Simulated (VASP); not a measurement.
Crystal: TiO2 (Rutile).

```xyz
6
Lattice="4.5922 0.0000 0.0000 0.0000 4.5922 0.0000 0.0000 0.0000 2.9574" Properties=species:S:1:pos:R:3 pbc="T T T"
Ti    0.0000    0.0000    0.0000
Ti    2.2961    2.2961    1.4787
O     1.4004    1.4004    0.0000
O     0.8957    3.6965    1.4787
O     3.1918    3.1918    0.0000
O     3.6965    0.8957    1.4787
```

Base run:

| Quantity | Value |
| --- | --- |
| Program | VASP 6.6.1 |
| Functional | PBEsol |
| Potentials or basis | VASP PAW PBE potentials, release 64 (Ti_sv, O) |
| Cutoff | 520 eV |
| k mesh | 5 × 5 × 8 |
| Occupations | fermi-dirac, width 0.02 eV |
| Spin | no spin polarisation |

Its results: band gap on the k mesh 1.84 eV, direct; pressure -1.0 GPa; largest force 0.056 eV/Å.

Question: The run is repeated on the same cell with these changes: functional from PBEsol to r2SCAN. What comes out?

Answer: Band gap on the k mesh 2.24 eV, direct; pressure 1.5 GPa; largest force 0.085 eV/Å.

r2SCAN gives the wider gap, since meta-GGAs in the generalised Kohn-Sham scheme recover part of the derivative discontinuity.

Caveats: the PAW data sets were made with another functional, which shifts forces and pressure a little; an odd mesh through Γ misses points on the zone boundary, where band edges often lie.
